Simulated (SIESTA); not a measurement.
GaAs under changes of volume

One of the cells (22.590 Å³/atom); the others are scaled copies at fixed shape and fractional positions:

```xyz
2
Lattice="0.0000 2.8268 2.8268 2.8268 0.0000 2.8268 2.8268 2.8268 0.0000" Properties=species:S:1:pos:R:3 pbc="T T T"
As    4.2403    4.2403    4.2403
Ga    0.0000    0.0000    0.0000
```

| Item | Value |
| --- | --- |
| Program | SIESTA 5.4.2 |
| Functional | PBE |
| Potentials or basis | PseudoDojo 0.4 standard (PBE files) |
| Basis | TZDP (energy shift 0.01 Ry) |
| Grid cutoff | 800 Ry |
| Energy shift | 0.01 Ry |
| k mesh | 8 × 8 × 8 |
| Occupations | fermi-dirac, width 0.05 eV |
| Spin | no spin polarisation |

```tsv
volume (Å³/atom)	energy over the lowest point (meV/atom)	pressure (GPa)	gap on the mesh (eV)
21.234	73.60	10.0	1.06
21.686	48.83	7.7	0.89
22.138	30.05	5.7	0.73
22.590	16.39	4.1	0.57
23.041	?	?	?
23.493	1.79	1.2	0.27
23.945	0.00	0.1	0.13
```

**Question.** What does the run at 23.041 Å³/atom give?

**Answer.** Energy over the lowest point 7.11 meV/atom; pressure 2.6 GPa; gap on the mesh 0.42 eV.

Worked out: A Birch-Murnaghan fit of order 3 (a polynomial in V^(-2/3)) to the other rows has its minimum at 23.99 Å³/atom, just outside them, with B0 = V·E''(V) = 55 GPa and B' = 6.3. It gives 7.14 meV/atom at 23.041 Å³/atom, against the run's 7.11, and -dE/dV = 2.5 GPa, against 2.6. A straight line through the other rows of the gap, of slope -7.74 eV per unit of ln V (its deformation potential), gives 0.42 eV, against the run's 0.42.

Energies are extrapolated to zero smearing.

Caveats: semicore shells carry a single zeta, which can move pressures by several GPa and volumes by a few percent; the basis of atomic orbitals isn't converged, which shifts pressures, moduli and gaps.

A mesh can miss the band edges. Spin-orbit coupling on As, Ga is left out.
